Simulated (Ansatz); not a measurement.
**fcc Co(111) / fcc Pd(111) interface: specific resistance**

Wanted: 2AR for the fcc Co(111) / fcc Pd(111) interface, at several levels.

Main program and level: Ansatz 0.2.0; Ansatz plane-wave DFT, PBE, PAW files, collinear spin; ballistic transport by layer matching (Landauer), zero bias; PAW set soft_1, in the first sound run; inputs show where later runs differ.

## Step 1: The structure

The cell holds 18 atoms: 9 Co and 9 Pd. Cell: a = 2.628 Å, b = 2.628 Å, c = 38.873 Å, α = 90.0°, β = 90.0°, γ = 120.0°. It derives from Co and Pd. Regions: Co, 9 atoms (9 Co); Pd, 9 atoms (9 Pd). The structure's axis is c.

## Step 2: Transmission: PBE

Both metals share one in-plane lattice, the mean of the two, each at its own atomic volume. The two leads are named in the middle of each metal, so that only one of the cell's two interfaces is crossed. The mesh across the current, 54×54, is finer than the density's, because channels open and close sharply across the zone. Energies from -0.27 to 0.27 eV in steps of 0.036 eV cover the slope of the Fermi function at 300 K, so the program can form a conductance.

Input file input.yaml:

```yaml
crystal:
  lattice:
    - [2.6277477123, 0.0, 0.0]
    - [-1.3138738562, 2.2756962736, 0.0]
    - [0.0, 0.0, 38.8726898271]
  atoms:
    - { symbol: Co, position: [0.0, 0.0, 0.0257250014], spin: 2.0 }
    - { symbol: Co, position: [0.3333333333, 0.6666666667, 0.0735396751], spin: 2.0 }
    - { symbol: Co, position: [0.6666666667, 0.3333333333, 0.1213543489], spin: 2.0 }
    - { symbol: Co, position: [0.0, 0.0, 0.1691690226], spin: 2.0 }
    - { symbol: Co, position: [0.3333333333, 0.6666666667, 0.2169836963], spin: 2.0 }
    - { symbol: Co, position: [0.6666666667, 0.3333333333, 0.2647983701], spin: 2.0 }
    - { symbol: Co, position: [0.0, 0.0, 0.3126130438], spin: 2.0 }
    - { symbol: Co, position: [0.3333333333, 0.6666666667, 0.3604277175], spin: 2.0 }
    - { symbol: Co, position: [0.6666666667, 0.3333333333, 0.4082423912], spin: 2.0 }
    - { symbol: Pd, position: [0.0, 0.0, 0.4637979468] }
    - { symbol: Pd, position: [0.3333333333, 0.6666666667, 0.5270943842] }
    - { symbol: Pd, position: [0.6666666667, 0.3333333333, 0.5903908216] }
    - { symbol: Pd, position: [0.0, 0.0, 0.6536872589] }
    - { symbol: Pd, position: [0.3333333333, 0.6666666667, 0.7169836963] }
    - { symbol: Pd, position: [0.6666666667, 0.3333333333, 0.7802801337] }
    - { symbol: Pd, position: [0.0, 0.0, 0.8435765711] }
    - { symbol: Pd, position: [0.3333333333, 0.6666666667, 0.9068730085] }
    - { symbol: Pd, position: [0.6666666667, 0.3333333333, 0.9701694458] }
magnetization:
  spin_polarized: true
kpoints:
  mp_grid: { grid: [16, 16, 1] }
hamiltonian:
  xc: pbe
  pseudopotentials: { kind: paw, azcp: { folder: soft_1 } }
scf:
  occupations: { method: fermi_dirac, width: 0.1 }
output:
  transmission:
    leads: [[3, 4], [12, 13]]
    kmesh: [54, 54]
    e_range: [-0.27, 0.27]
    de: 0.036
  write_potential: true
  write_density: true
  volumetric_format: npy
  elf: true
```

Started as:

```
$ ansatz run input.yaml --threads 4 --pin off --max-ram 15360MiB --backend cpu --events-out ev --progress --plain --runs-dir out
```

Numbers of over 12 decimals in the logs are rounded to 6 here.

Output:

```text
Engine: ansatz 0.2.0, aarch64-unknown-linux-gnu
Pseudopotentials: kind: paw
Pseudopotential: Co, paw, valence charge 17, recommended cutoff 420 eV (normal), soft_1/Co.paw.azcp
Pseudopotential: Pd, paw, valence charge 18, recommended cutoff 420 eV (normal), soft_1/Pd.paw.azcp
Functional definition: PBE
  parameter kappa = 0.804
  parameter beta = 0.066725
  exchange = pbe_x(kappa = kappa, mu = beta*pi^2/3)
  correlation = pbe_c(beta = beta)
Crystal: 18 atoms, lattice volume = 232.457 Å³
Basis set: ecut = 420 eV, 4635 PW (Γ)
Bands: 200, of which v1, the nominal top of the filled ones, is band 158 counted from 1 (157 counted from 0)
Symmetry: 12 space group operations
Space group: P-3m1 (ITA 164), of the structure as read, at distance tolerance 6.1e-5 Å
Magnetic group: BNS 164.85 (UNI 1315), of the structure as read, at distance tolerance 6.1e-5 Å
k-points: 30 of 256
Non-local potential: Co, projectors of the file, l = 0: 3, l = 1: 2, l = 2: 3, l = 3: 1
Non-local potential: Pd, projectors of the file, l = 0: 2, l = 1: 2, l = 2: 2, l = 3: 1
PAW form: soft (Blöchl's): semilocal exchange-correlation on the pseudo side does not see the compensation charge
PAW one-centre angular grid: Co, 590 points (default); XC on 64 Gauss nodes
PAW one-centre angular grid: Pd, 590 points (default); XC on 64 Gauss nodes
Initial density: superposition of atomic densities (chi_scale 0.1, normalization cell)
Starting moments: Σ|m| = 18 μB on 9 of 18 sites
Initial wavefunctions: pseudopotential atomic-orbital guess
Functional: x = pbe(κ = 0.804, μ = 0.219515), c = pbe(β = 0.066725)
SCF iter   1: F=—  HF=-108900.458933 eV  |F-HF|=—  |Δ(HF+E_count)|=         —  Δρ=2.20e-1 (↑1.35e-1 ↓2.20e-1)  dr2=1.08e4  dr2_m=2.16e1  M=6.604 μB ∫|m|=7.040 μB  β_m=0.30  ethr=3.10e-3  ⟨swp⟩=5.6  Hψ=40524  notcnv=0  defer=196
Mixer restart at iter 1: flushing history
preconditioner: auto → Kerker (q_TF=auto, 2.870 Å⁻¹)  [metal: Δε(μ)=0.003 eV  Ē_g=7.993 eV  σ=0.100 eV  W_gap=0.01  n_scr=88 (ndim 8)  ℏωp=31.8 eV  f_vac=0.000  D(μ)=28.86/eV (n_scr^D=340)]
spin=Collinear: Kerker preconditioning applied to the charge; magnetization (m = ρ↑ − ρ↓) channel mixes plain (no charge-response kernel on spin).
SCF iter   2: F=—  HF=-108899.560239 eV  |F-HF|=—  |Δ(HF+E_count)|=   8.99e-1  Δρ=6.56e-2 (↑5.68e-2 ↓6.56e-2)  dr2=2.51e3  dr2_m=1.58e0  M=10.711 μB ∫|m|=11.305 μB  β_m=0.37  ethr=3.10e-3  ⟨swp⟩=3.0  Hψ=24929  notcnv=0  defer=1047
SCF iter   3: F=—  HF=-108893.369577 eV  |F-HF|=—  |Δ(HF+E_count)|=    6.19e0  Δρ=4.16e-2 (↑3.90e-2 ↓4.16e-2)  dr2=1.62e3  dr2_m=9.16e-2  M=11.674 μB ∫|m|=12.516 μB  β_m=0.34  ethr=3.10e-3  ⟨swp⟩=3.0  Hψ=22362  notcnv=0  defer=1147
SCF iter   4: F=—  HF=-108891.879597 eV  |F-HF|=—  |Δ(HF+E_count)|=    1.49e0  Δρ=3.59e-2 (↑3.59e-2 ↓2.41e-2)  dr2=3.26e2  dr2_m=7.79e-1  M=13.279 μB ∫|m|=14.214 μB  β_m=0.42  ethr=3.10e-3  ⟨swp⟩=2.1  Hψ=14429  notcnv=0  defer=1218
SCF iter   5: F=—  HF=-108890.272394 eV  |F-HF|=—  |Δ(HF+E_count)|=    1.61e0  Δρ=4.61e-2 (↑3.34e-2 ↓4.61e-2)  dr2=2.38e2  dr2_m=6.97e-1  M=14.447 μB ∫|m|=15.607 μB  β_m=0.35  ethr=3.10e-3  ⟨swp⟩=2.0  Hψ=21378  notcnv=0  defer=1225
SCF iter   6: F=—  HF=-108889.098444 eV  |F-HF|=—  |Δ(HF+E_count)|=    1.17e0  Δρ=2.96e-2 (↑1.32e-2 ↓2.96e-2)  dr2=4.25e0  dr2_m=5.76e-1  M=15.537 μB ∫|m|=16.784 μB  β_m=0.47  ethr=3.10e-3  ⟨swp⟩=2.3  Hψ=15204  notcnv=0  defer=1228
SCF iter   7: F=—  HF=-108889.734228 eV  |F-HF|=—  |Δ(HF+E_count)|=   6.36e-1  Δρ=2.15e-2 (↑1.12e-2 ↓2.15e-2)  dr2=1.22e1  dr2_m=3.36e-1  M=16.055 μB ∫|m|=17.305 μB  β_m=0.38  ethr=1.35e-3  ⟨swp⟩=2.5  Hψ=13073  notcnv=0  defer=1228  recentre
SCF iter   8: F=—  HF=-108889.943186 eV  |F-HF|=—  |Δ(HF+E_count)|=   2.09e-1  Δρ=1.11e-2 (↑9.37e-3 ↓1.11e-2)  dr2=3.86e0  dr2_m=1.07e-1  M=15.988 μB ∫|m|=17.248 μB  β_m=0.45  ethr=1.35e-3  ⟨swp⟩=2.0  Hψ=14231  notcnv=0  defer=1223
SCF iter   9: F=—  HF=-108889.899622 eV  |F-HF|=—  |Δ(HF+E_count)|=   4.36e-2  Δρ=5.48e-3 (↑5.33e-3 ↓5.48e-3)  dr2=2.02e0  dr2_m=1.36e-3  M=16.132 μB ∫|m|=17.408 μB  β_m=0.42  ethr=1.23e-3  ⟨swp⟩=2.0  Hψ=13061  notcnv=0  defer=1227
[...]
SCF iter  20: F=—  HF=-108889.913714 eV  |F-HF|=—  |Δ(HF+E_count)|=   1.56e-6  Δρ=4.41e-5 (↑3.72e-5 ↓4.41e-5)  dr2=6.08e-5  dr2_m=4.26e-7  M=16.040 μB ∫|m|=17.344 μB  β_m=0.49  ethr=1.38e-8  ⟨swp⟩=1.0  Hψ=12000  notcnv=0  defer=1213
SCF iter  21: F=—  HF=-108889.913713 eV  |F-HF|=—  |Δ(HF+E_count)|=   8.70e-7  Δρ=1.06e-5 (↑9.67e-6 ↓1.06e-5)  dr2=1.73e-6  dr2_m=1.10e-7  M=16.041 μB ∫|m|=17.344 μB  β_m=0.49  ethr=1.38e-8  ⟨swp⟩=1.0  Hψ=12000  notcnv=0  defer=1213
SCF iter  22: F=—  HF=-108889.913713 eV  |F-HF|=—  |Δ(HF+E_count)|=   2.89e-8  Δρ=1.35e-5 (↑6.46e-6 ↓1.35e-5)  dr2=3.90e-6  dr2_m=1.04e-7  M=16.041 μB ∫|m|=17.344 μB  β_m=0.49  ethr=5.48e-10  ⟨swp⟩=1.7  Hψ=12499  notcnv=0  defer=1213
SCF iter  23: F=—  HF=-108889.913713 eV  |F-HF|=—  |Δ(HF+E_count)|=   5.10e-8  Δρ=6.50e-6 (↑3.78e-6 ↓6.50e-6)  dr2=7.49e-7  dr2_m=3.14e-8  M=16.041 μB ∫|m|=17.345 μB  β_m=0.69  ethr=5.48e-10  ⟨swp⟩=1.0  Hψ=12000  notcnv=0  defer=1213
SCF iter  24: F=—  HF=-108889.913713 eV  |F-HF|=—  |Δ(HF+E_count)|=   5.42e-8  Δρ=5.59e-6 (↑5.59e-6 ↓5.49e-6)  dr2=1.20e-6  dr2_m=1.24e-8  M=16.042 μB ∫|m|=17.345 μB  β_m=0.58  ethr=2.38e-10  ⟨swp⟩=2.0  Hψ=14084  notcnv=0  defer=1213
SCF iter  25: F=—  HF=-108889.913713 eV  |F-HF|=—  |Δ(HF+E_count)|=   1.25e-8  Δρ=4.98e-6 (↑2.71e-6 ↓4.98e-6)  dr2=6.33e-7  dr2_m=9.75e-9  M=16.042 μB ∫|m|=17.345 μB  β_m=0.52  ethr=2.38e-10  ⟨swp⟩=1.0  Hψ=12000  notcnv=0  defer=1213
SCF iter  26: F=—  HF=-108889.913713 eV  |F-HF|=—  |Δ(HF+E_count)|=   8.76e-9  Δρ=2.51e-6 (↑1.75e-6 ↓2.51e-6)  dr2=1.46e-7  dr2_m=2.95e-9  M=16.042 μB ∫|m|=17.345 μB  β_m=0.49  ethr=2.01e-10  ⟨swp⟩=1.0  Hψ=12000  notcnv=0  defer=1213
SCF iter  27: F=—  HF=-108889.913713 eV  |F-HF|=—  |Δ(HF+E_count)|=   4.37e-9  Δρ=5.89e-6 (↑1.18e-6 ↓5.89e-6)  dr2=2.00e-7  dr2_m=1.44e-8  M=16.042 μB ∫|m|=17.346 μB  β_m=0.66  ethr=4.64e-11  ⟨swp⟩=1.0  Hψ=12000  notcnv=0  defer=1213
SCF iter  28: F=—  HF=-108889.913713 eV  |F-HF|=—  |Δ(HF+E_count)|=   3.74e-9  Δρ=2.01e-6 (↑7.43e-7 ↓2.01e-6)  dr2=1.64e-8  dr2_m=1.76e-9  M=16.042 μB ∫|m|=17.346 μB  β_m=0.73  ethr=4.64e-11  ⟨swp⟩=1.0  Hψ=12000  notcnv=0  defer=1213
SCF iter  29: F=-108889.913713 eV  HF=-108889.913713 eV  |F-HF|=1.84e-8  |Δ(HF+E_count)|=   1.59e-9  Δρ=1.07e-6 (↑9.58e-7 ↓1.07e-6)  dr2=1.90e-8  dr2_m=3.68e-10  M=16.042 μB ∫|m|=17.346 μB  ethr=5.20e-12  ⟨swp⟩=8.9  Hψ=52220  notcnv=0
SCF 1 converged in 29 iterations: F = -108889.913713 eV  dr2 = 1.90e-8
  greatest PAW one-centre occupation: 1.001 electrons in one spin orbital (limit 2), on the Co atom at site 8 (counted from 0), in its partial waves of l = 1
transmission: 1681 of 16802 steps passed
transmission: 3363 of 16802 steps passed
[...]
transmission: 16802 of 16802 steps passed
SCF converged after 29 iterations
Magnetization: 16.0420 μB (165.5210 up, 149.4790 down)
Absolute magnetization: 17.3588 μB (∫|ρ↑−ρ↓|, with the PAW one-centre terms)
Spin contamination: 0.7735 ħ² per cell (⟨S²⟩ above its minimum at these occupations)
Per-site moments (μB) at R_I (Å): [(1.855733, 0.989690), (1.763723, 0.989690), (1.746663, 0.989690), (1.752219, 0.989690), (1.747212, 0.989690), (1.752219, 0.989690), (1.746663, 0.989690), (1.763723, 0.989690), (1.855733, 0.989690), (0.228120, 1.083946), (0.066286, 1.083946), (0.014598, 1.083946), (0.00500207, 1.083946), (0.00312858, 1.083946), (0.00500207, 1.083946), (0.014598, 1.083946), (0.066286, 1.083946), (0.228120, 1.083946)]
Free energy (F): -108889.913713 eV
Harris-Foulkes:  -108889.913713 eV  (|F-HF|=1.84e-8)
Internal energy: -108889.136377 eV  (E = F + TS)
E sigma→0 (E₀):  -108889.525045 eV
Entropy (-TS):   -0.777336 eV (-43.185 meV/atom)
Fermi energy:    19.172538 eV
--- Per-component energies (eV) ---
  E_band       = -3497.122770
  E_kinetic    = 6668.159546
  E_local      = -70219.243219  (includes V_loc(G=0)·N_el)
  E_nonlocal   = 7247.388092
  E_hartree    = 32140.929839
  E_xc         = -2078.507451
  E_vxc        = -2647.474336  (∫ρ·V_xc dr)
  E_paw        = -48442.276269  (= ΣΔE_a)
  E_vpaw       = -8827.816766  (= ΣTr[D̂ρ^β])
  E_aug_tail   = 0.001901  (compensation charges beyond the density's cutoff)
  E_ewald      = -34205.588815
  E_smearing   = -0.777336  (= −TS)
  E_closure    = -0.000000  (closes the sum)
  Σ components = -108889.913713   (vs F -108889.913713, Δ=0.00e0)
--- Band table (eV; the first three rows and the last of 60) ---
  k-point 0 ↑: bands = [... 154 lower, 18.0303, 18.0627, 18.0627, 18.1535, 18.1535, 18.2092, 18.2092, 18.2363, ... 38 higher]
  k-point 1 ↑: bands = [... 154 lower, 17.8882, 17.9764, 17.9920, 18.0384, 18.0572, 18.0945, 18.1680, 18.1799, ... 38 higher]
  k-point 2 ↑: bands = [... 154 lower, 17.6612, 17.7955, 17.8263, 17.8471, 17.9298, 18.0373, 18.0378, 18.0628, ... 38 higher]
  k-point 29 ↓: bands = [... 154 lower, 19.8900, 19.9672, 20.0441, 20.0465, 20.1020, 20.1361, 20.1388, 20.2147, ... 38 higher]
--- Transmission ---
  basis      : 55 plane waves across, 31 finite elements along
  points     : 271, standing for a mesh of 54 x 54
  filling    : by the input's occupations and mesh, since the crystals that have channels conduct as metals do. If one of these is a semiconductor, that mesh has misplaced its level
  energies   : 16 from -0.270000 to 0.270000 eV about the Fermi level, 0.036000 eV apart; the leads are filled to 0.000000 eV, and channels, transmission and decay are at 0.018000 eV
  crystal 0  : Co1, at the sites [3, 4], period 1.8587 Å, over 16.73 Å; its Hamiltonian steps by up to 4.3 meV
    offset         : up to 0.0000 Å between an atom of the period and one for which it stands
    filled         : 2.0 meV under the level at which it is neutral
    channels       : 7.668038e-1 up, 1.544925e0 down
    conductance    : 1.4897e15 S/m² at 300 K; may be off by some 0.0 % by where its bands' edges are placed, 0.9 % from the k-mesh, 0.1 % from the distance to neutral
    slowest decay  : 0.0678 /Å at (0.4444, 0.0926)
  crystal 1  : Pd1, at the sites [12, 13], period 2.4605 Å, over 22.14 Å; its Hamiltonian steps by up to 0.5 meV
    offset         : up to 0.0000 Å between an atom of the period and one for which it stands
    filled         : 24.4 meV over the level at which it is neutral
    channels       : 8.734568e-1 up, 8.631687e-1 down
    conductance    : 1.1357e15 S/m² at 300 K; may be off by some 0.0 % by where its bands' edges are placed, 1.8 % from the k-mesh, 1.9 % from the distance to neutral
    slowest decay  : 0.0138 /Å at (0.2037, 0.1481)
  junction   : crystal 0 to crystal 1, 8.67 to 25.94 Å
    transmission   : 4.389060e-1 up, 4.181027e-1 down
    conductance    : 5.4900e14 S/m² at 300 K (5.5220e14 on every other point, 5.5039e14 on every other energy)
    error estimate : 0.3 % from the energy spacing and 0.6 % from band edges of the leads and from resonances (wavevectors taken as independent; lower de), 2.0 % from the k-mesh, 3.6 % from the steps of its leads' Hamiltonians or their offsets (lay more layers), 0.1 % from the distance to neutral
    resistance     : 9.6601e-4 Ω µm² beyond half of each lead's own
```

The job ended after 6.7 min (4 threads of Arm Neoverse V2, shared host; peak memory 2.5 GiB; 24 min of CPU time).

Numbers from this step:

```yaml
free_energy: -108889.9137 eV
energy_at_zero_smearing: -108889.5250 eV
fermi_energy: 19.17 eV
magnetization: 16.04 μB
absolute_magnetization: 17.36 μB
cell_area: 5.980 Å²
step_of_the_lead_s_potential: 4.3 meV
ballistic_conductance_of_the_lead: 1.49e15 S/m²
estimated_errors_of_the_lead_s_conductance: 0, 0.9, 0.1 % (band edges, k-mesh, distance from neutral)
lead_conductance_per_cell: 1.150 G₀
step_of_the_upper_lead_s_potential: 0.5 meV
ballistic_conductance_of_the_upper_lead: 1.14e15 S/m²
conductance_of_the_junction: 5.49e14 S/m²
junction_conductance_per_cell: 0.4237 G₀
estimated_errors_of_the_junction_s_conductance: 0.3, 0.6, 2, 3.6, 0.1 % (energy step, band edges, k-mesh, leads' steps, distance from neutral)
area_resistance_that_the_stack_adds_contact_term_taken_off_spin_by_spin: 0.9660 fΩ m²
```

Per spin. The transmission, zone mean by energy, zero at the Fermi level:

| energy (eV) | T up | T down |
| --- | --- | --- |
| -0.270 | 0.495 | 0.478 |
| -0.234 | 0.482 | 0.472 |
| -0.198 | 0.477 | 0.457 |
| -0.162 | 0.470 | 0.418 |
| -0.126 | 0.453 | 0.400 |
| -0.090 | 0.444 | 0.404 |
| -0.054 | 0.442 | 0.415 |
| -0.018 | 0.436 | 0.399 |
| 0.018 | 0.439 | 0.418 |
| 0.054 | 0.440 | 0.410 |
| 0.090 | 0.440 | 0.405 |
| 0.126 | 0.435 | 0.408 |
| 0.162 | 0.438 | 0.381 |
| 0.198 | 0.431 | 0.343 |
| 0.234 | 0.433 | 0.303 |
| 0.270 | 0.437 | 0.267 |

Per spin. Table of open channels, zone mean by energy, zero at the Fermi level:

| energy (eV) | lead up | upper lead up | lead down | upper lead down |
| --- | --- | --- | --- | --- |
| -0.270 | 0.707 | 1.32 | 1.66 | 1.32 |
| -0.234 | 0.711 | 1.24 | 1.67 | 1.25 |
| -0.198 | 0.728 | 1.13 | 1.63 | 1.14 |
| -0.162 | 0.732 | 1.02 | 1.55 | 1.04 |
| -0.126 | 0.738 | 0.952 | 1.52 | 0.952 |
| -0.090 | 0.742 | 0.937 | 1.51 | 0.941 |
| -0.054 | 0.746 | 0.929 | 1.50 | 0.925 |
| -0.018 | 0.754 | 0.884 | 1.53 | 0.888 |
| 0.018 | 0.767 | 0.873 | 1.54 | 0.863 |
| 0.054 | 0.769 | 0.836 | 1.58 | 0.847 |
| 0.090 | 0.777 | 0.793 | 1.60 | 0.801 |
| 0.126 | 0.781 | 0.779 | 1.61 | 0.779 |
| 0.162 | 0.785 | 0.709 | 1.65 | 0.717 |
| 0.198 | 0.789 | 0.649 | 1.62 | 0.662 |
| 0.234 | 0.794 | 0.582 | 1.64 | 0.595 |
| 0.270 | 0.806 | 0.519 | 1.65 | 0.514 |

Transmission over k1 and k2. At -0.0180 eV from the Fermi level (the log's summary may quote the solved energy on the other side of it), spin up.

Ten even steps from '0' (0.000) to '9' (0.999), each cell a mean:
```
203211100111132041000000000002
233311100001123142000000000000
022353110000115521000000000000
011189998778999950110000000000
011059999999999995011000000000
010049999999999999700000000000
010009999999999999960000000000
010009999999999999998200100000
011049999999999999999971010000
332069999999999999999999412433
112399999999998699999999994311
333328999999999899999999995142
212210399999999999999999991022
000001015999999999999999980011
000000100189999999999999950011
000000000007999999999999960000
000000000100699999999999991010
000000000011049999999999991011
000000000000115997643367796110
000000000000133310000000012242
200000000000032142111001112402
131000000000032042000000000231
```
Columns: k1 (b1) from -0.5 to 0.481; rows upwards: k2 (b2) from -0.5 to 0.481.

Open channels over k1 and k2. At -0.0180 eV from the Fermi level (the log's summary may quote the solved energy on the other side of it), spin up.

Values, 12 rows by 16 columns, each cell a mean:
```
1.00 1.00 1.00 0.90 0.78 0.99 1.00 1.00 1.00 0.65 0.00 0.00 0.00 0.00 0.04 0.49
0.80 1.00 1.00 1.00 1.00 1.00 1.00 1.00 1.00 0.98 0.26 0.00 0.00 0.00 0.00 0.00
0.54 1.00 1.00 1.00 1.00 1.00 1.00 1.00 1.00 1.00 0.99 0.33 0.00 0.00 0.00 0.00
0.54 1.00 1.00 1.00 1.00 1.00 1.00 1.00 1.00 1.00 1.00 0.98 0.58 0.08 0.00 0.00
0.87 1.00 1.00 1.00 1.00 1.00 1.00 1.00 1.00 1.00 1.00 1.00 1.00 0.90 0.45 0.20
1.00 1.00 1.00 1.00 1.00 1.00 1.00 1.00 1.00 1.00 1.00 1.00 1.00 1.00 1.00 1.00
0.95 0.98 1.00 1.00 1.00 1.00 1.00 1.00 1.00 1.00 1.00 1.00 1.00 1.00 1.00 1.00
0.13 0.14 0.56 1.00 1.00 1.00 1.00 1.00 1.00 1.00 1.00 1.00 1.00 1.00 1.00 1.00
0.00 0.00 0.00 0.20 0.79 1.00 1.00 1.00 1.00 1.00 1.00 1.00 1.00 1.00 1.00 0.77
0.00 0.00 0.00 0.00 0.03 0.77 1.00 1.00 1.00 1.00 1.00 1.00 1.00 1.00 1.00 0.90
0.20 0.00 0.00 0.00 0.00 0.02 0.73 1.00 1.00 1.00 1.00 1.00 1.00 1.00 1.00 1.00
0.84 0.33 0.02 0.00 0.00 0.00 0.42 1.00 1.00 1.00 0.79 0.61 0.61 0.78 0.95 1.00
```
Columns: k1 (b1) from -0.5 to 0.481; rows upwards: k2 (b2) from -0.5 to 0.481.

Transmission over k1 and k2. At -0.0180 eV from the Fermi level (the log's summary may quote the solved energy on the other side of it), spin down.

Ten even steps from '_' (0.000) to '@' (0.884), each cell a mean:
```
******##++--##==__##====**##++****##++++----____::::==++**##
##++::++**--**@@--==@@**==**++::**##++++==__________..--++++
++**##--::__....______........--**##++++--______________--==
====--..::__--**##++++##%%++......::--==----______________--
++####::----..::++====++====..__----::##%%++________________
__::**--==##++____::==----==..__--##**::##::________________
****==..__##**..--%%@@##**##%%**----##++__..==####::....::==
====%%--__##**::++%%@@@@####@@@@@@++::****..--%%======++++==
**++==..==%%**..--**%%%%%%%%%%%%%%##==----%%**::--==**++++++
####**..--++++::++%%####%%%%%%%%%%######++::++++..::########
**++--::--______..%%@@%%%%%%@@**%%%%%%@@@@::______::==--==**
****==**--..::::..==@@@@%%%%%%%%%%%%%%%%@@##::..::::..==++**
##**####**..::**##::==**####%%%%%%%%%%####**--::%%##__::**##
++++++++++--++--==##==--==##@@@@%%##%%@@%%**::--##**__**====
--========--##@@--..**++::++@@@@%%####@@@@%%--::##==__##%%**
==::____..--==::__::__++##--..--##**==**##--..::%%++__::..--
__________________##@@--++++..__..::..--....__..==##__%%##--
++______________..##====..::..__--##%%##**%%**::__::__--==++
--::______________::====++==::--::++**::::--++==::::::--++++
++++--____________..++++**##++::--..::==--..====..::--==**##
##++++==::________::++++++##++--****==++@@::==@@====##++--**
**##**++====::__..++==++**%%******%%++==++++__==**==++####**
```
Columns: k1 (b1) from -0.5 to 0.481; rows upwards: k2 (b2) from -0.5 to 0.481.

[end of part 1 of 3]

[Logs are printed without paths, hosts, clocks, repeated set-up lines and the standing remarks that a program may print on its own settings, such as how far it seeks lower states.]

[Hosts, paths, dates, database ids (printed as entryN), source tags and the programs' standing remarks are cut or masked in the printed files.]
